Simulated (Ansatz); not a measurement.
HF on a (100) slab of TaN (Fm-3m (No. 225)), 3 planes, outer planes TaN (top) and TaN (bottom), 1 a cell of 38.5 Å², relaxed and still whole (its atoms last):

```xyz
26
Lattice="6.2015 0.0000 0.0000 0.0000 6.2015 0.0000 0.0000 0.0000 23.3152" Properties=species:S:1:pos:R:3 pbc="T T T"
Ta    3.1007    3.1007    8.0000
Ta    3.1007    0.0000    8.0000
Ta    0.0000    3.1007    8.0000
Ta    0.0000    0.0000    8.0000
N     1.5504    1.5504    8.0000
N     1.5504    4.6511    8.0000
N     4.6511    1.5504    8.0000
N     4.6511    4.6511    8.0000
Ta    4.6511    4.4933   10.1827
Ta    4.6511    1.7082   10.1827
Ta    1.5504    4.8128   10.1847
Ta    1.5504    1.3887   10.1847
N     2.9008    3.1007   10.1220
N     3.2986    0.0000   10.1282
N     0.1999    3.1007   10.1220
N    -0.1979    0.0000   10.1282
Ta    0.0374    0.0000   12.2272
Ta   -0.0593    3.1007   12.2222
Ta    3.0633    0.0000   12.2272
Ta    3.1600    3.1007   12.2222
N     4.6511    4.6682   12.5546
N     4.6511    1.5333   12.5546
N     1.5504    4.6328   12.5502
N     1.5504    1.5687   12.5502
F     1.5504    3.1007   15.5379
H     1.5504    3.1007   14.5946
```

All numbers below come from DFT PBE+D3(BJ), scalar-relativistic, plane waves, PAW (Ansatz 0.2.0). Plane waves to 420 eV, a k mesh through Γ of 3×3×1 on the computed 26-atom cell and Gaussian smearing (0.10 eV); no spin polarisation. A dipole correction removes the field between periodic images along c.

It binds with 0.78 eV a molecule against the clean slab and the free molecule (no zero-point or thermal terms); its shortest contact is H–N 2.56 Å. Take first-order desorption with no barrier to adsorption, no reaction on the face and an assumed prefactor of 10^13 s⁻¹.

Problem. How long does a molecule stay at 400 K?

Solution. τ = ν⁻¹·exp(E/k_BT) with k_BT = 0.0345 eV: E/k_BT = 22.6, so τ ≈ 7×10^-4 s. At about one hit a site a second (10⁻⁶ mbar) the coverage is near τ × 1 s⁻¹, so a layer needs roughly 1×10^-3 mbar.

Problem. Where does its peak lie in a desorption experiment heated at 2 K/s?

Solution. The peak obeys E/(k_B·T_p²) = (ν/β)·exp(−E/k_BT_p). Solving gives T_p ≈ 288 K (E/k_BT_p = 31.5). An error of 0.1 eV in E moves it by about 37 K, and larger molecules have larger prefactors, which lowers it.

Problem. Another start (flat) ends as F + H with E_ads = -2.04 eV (negative is bound). What does this add?

Solution. The reacted state lies 1.26 eV below the whole molecule, and a relaxation reached it with no barrier from that start. The whole molecule may then be a precursor, and τ and T_p above hold only if it doesn't react first.

The reference crystal is the rock-salt form of TaN, which isn't its usual structure.